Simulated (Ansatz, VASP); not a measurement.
## One calculation of Hf, two programs

The input INCAR:

```
PREC = Accurate
ENCUT = 520
EDIFF = 1E-6
ISMEAR = -1
SIGMA = 0.05
LREAL = False
LASPH = True
NELM = 60
ALGO = Normal
ISIF = 2
LWAVE = False
LCHARG = False
GGA = PE
NBANDS = 11
```

The input KPOINTS:

```
Automatic mesh
0
Gamma
  9 9 9
```

The input POSCAR:

```
Hf
1.0
    2.9709580381      0.0000000000      0.0000000000
    0.0000000000      2.9709580381      0.0000000000
    0.0000000000      0.0000000000      2.9709580381
Hf
1
Direct
    0.5000000000      0.5000000000      0.5000000000
```

The input input.yaml:

```yaml
crystal:
  lattice:
    - [2.9709580381, 0.0, 0.0]
    - [0.0, 2.9709580381, 0.0]
    - [0.0, 0.0, 2.9709580381]
  atoms:
    - { symbol: Hf, position: [0.5, 0.5, 0.5] }
hamiltonian:
  xc: pbe
  pseudopotentials: { kind: paw }
kpoints:
  mp_grid: { grid: [9, 9, 9] }
scf:
  occupations: { method: fermi_dirac, width: 0.05 }
output:
  forces: true
  stress: true
  eigenvalues: true
  write_density: true
  write_potential: true
  elf: true
  volumetric_format: npy
```

The cell was built by a generator and needn't be a form met in nature.

Alike in both runs: task single point; functional PBE; k mesh 9 × 9 × 9; occupations fermi-dirac, width 0.05 eV; no spin polarisation.

|  | VASP | Ansatz |
| --- | --- | --- |
| version | VASP 6.6.1 | Ansatz 0.2.0 |
| potentials or method | VASP PAW PBE potentials, release 64 (Hf_pv) | Ansatz PAW |
| plane-wave cutoff (eV) | 520 | 420 |
| valence electrons in the cell | 10 | 26 |

VASP gave:

| Item | Value |
| --- | --- |
| gap on the k mesh at the Fermi level (eV) | none |
| pressure (GPa) | -4.2 |

**Question.** Which values does Ansatz return?

**Answer.** gap on the k mesh at the Fermi level (eV): none; pressure (GPa): -4.0.

A gap of «none» marks a metal or a gap that the smearing closes. The two sets of potentials don't hold the same shells in valence.

Spin-orbit coupling is left out, which matters for the levels of Hf.
